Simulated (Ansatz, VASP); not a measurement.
O2: VASP beside Ansatz

```xyz
2
Lattice="9.0000 0.0000 0.0000 0.0000 9.5000 0.0000 0.0000 0.0000 10.0000" Properties=species:S:1:pos:R:3 pbc="T T T"
O     4.5000    4.7500    4.3951
O     4.5000    4.7500    5.6049
```

Alike in both runs: functional PBEsol; k mesh 1 × 1 × 1; occupations fermi-dirac, width 0.05 eV; collinear spin.

Ansatz relaxed the structure, and its values are those at the end. VASP's run is a single point on that final structure, the one shown.

|  | VASP | Ansatz |
| --- | --- | --- |
| version | VASP 6.6.1 | Ansatz 0.2.0 |
| potentials or method | VASP PAW PBE potentials, release 64 (O) | plane waves, PAW |
| plane-wave cutoff (eV) | 520 | 420 |
| valence electrons in the cell | 12 | 12 |

VASP gave:

* rms of the force components (eV/Å): 0.805
* net moment per atom (μB): 1.00
* size of the moment on the site where the two differ most (μB): 0.81

Q: Which values does Ansatz return?

A: rms of the force components (eV/Å): 0.013; net moment per atom (μB): 1.00; size of the moment on the site where the two differ most (μB): 0.55.

Site moments also hang on the region over which each program counts them. One of these differences is far larger than is usual between the two programs; its cause wasn't traced. Ansatz warned: «end_state_compared».

Caveats: the standard files for N, O and F lose accuracy on very short bonds; the PAW data sets were made with another functional, which shifts forces and pressure a little (VASP). A hybrid or GW would open this gap; PBEsol tends to underestimate it.
